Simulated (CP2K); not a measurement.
PtS2:

```xyz
3
Lattice="3.5432 0.0000 0.0000 -1.7716 3.0685 0.0000 0.0000 0.0000 5.0388" Properties=species:S:1:pos:R:3 pbc="T T T"
Pt    0.0000    0.0000    0.0000
S     1.7716    1.0228    3.8950
S     0.0000    2.0457    1.1438
```

Base run:

```yaml
Program: CP2K 2026.2
Functional: HLE17
Potentials_or_basis: POTENTIAL_UZH Pt GTH-PBE-q18, S GTH-PBE-q6; TZVP-MOLOPT-PBE-GTH basis
Density_cutoff: 9184 eV
k_mesh: 9 × 9 × 5
Occupations: fermi-dirac, width 0.05 eV
Spin: no spin polarisation
```

Its results: band gap on the k mesh 1.20 eV, indirect (least direct gap 1.35 eV); pressure 3.0 GPa; largest force 0.470 eV/Å.

Problem. After a change of settings the same cell gave: band gap on the k mesh 1.03 eV, indirect (least direct gap 1.08 eV); pressure 12.4 GPa; largest force 1.419 eV/Å. Which change was it?
A. functional from HLE17 to rev-vdW-DF2
B. functional from HLE17 to PBEsol
C. functional from HLE17 to LDA
D. functional from HLE17 to PBE

Solution. D.

Caveats: spin-orbit coupling is left out, which moves the levels of the heavy elements; the basis of atomic orbitals isn't converged, which shifts pressures, moduli and gaps; the potentials were made for another functional, which shifts forces and pressure (some runs); the potentials were made for a functional far from this one (some runs); forces of over 1 eV/Å show positions far from the minimum, so gaps and moduli don't describe the material at rest (some runs).
